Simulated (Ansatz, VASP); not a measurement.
**Hg: VASP beside Ansatz**

INCAR

```
  ALGO = Normal
  EDIFF = 1E-6
  ENCUT = 520
  ISIF = 2
  ISMEAR = -1
  LASPH = True
  LCHARG = True
  LELF = True
  LREAL = False
  LVHAR = True
  LWAVE = False
  NBANDS = 12
  NELM = 60
  PREC = Accurate
  SIGMA = 0.1
```

KPOINTS

```
k-points
0
Gamma
  17 17 17
```

POSCAR

```
Hg
1.0
    1.7463233735      1.0082402698      2.1478810803
   -1.7463233735      1.0082402698      2.1478810803
    0.0000000000     -2.0164805396      2.1478810803
Hg
1
Direct
    0.0000000000      1.0000000000      0.0000000000
```

Input for Ansatz:

```yaml
crystal:
  lattice:
    - [1.7463233735, 1.0082402698, 2.1478810803]
    - [-1.7463233735, 1.0082402698, 2.1478810803]
    - [0.0, -2.0164805396, 2.1478810803]
  atoms:
    - { symbol: Hg, position: [0.0, 1.0, 0.0] }
hamiltonian:
  xc: lda
  pseudopotentials:
    kind: paw
    azcp:
      Hg: "pseudopotentials/Hg.paw.azcp"
basis:
  ecutwfc: 420
  fft_grid_basis: typed
kpoints:
  mp_grid: { grid: [17, 17, 17], shift: [0, 0, 0] }
magnetization:
  spin_polarized: false
scf:
  occupations: { method: fermi_dirac, width: 0.1 }
  lower_state_search: "off"
output:
  stress: true
  write_density: true
  write_potential: true
  elf: true
  volumetric_format: npy
```

Alike in both runs: task single point; functional LDA; k mesh 17 × 17 × 17; occupations fermi-dirac, width 0.1 eV; no spin polarisation.

```csv
,VASP,Ansatz
version,VASP 6.6.1,Ansatz 0.2.0
potentials or method,"VASP PAW LDA potentials, release 64 (Hg)","plane waves (420 eV) with PAW, scalar-relativistic"
plane-wave cutoff (eV),520,420
valence electrons in the cell,12,20
```

|  | VASP | Ansatz | Ansatz less VASP |
| --- | --- | --- | --- |
| pressure (GPa) | 0.7 | 0.0 | -0.75 |
| largest component of the traceless stress (GPa) | 0.24 | 0.10 | -0.142 |

The two sets of potentials don't hold the same shells in valence. Ansatz warned: «pseudo_functional_mismatch».

The runs have no spin-orbit coupling, so splittings on Hg are missing.
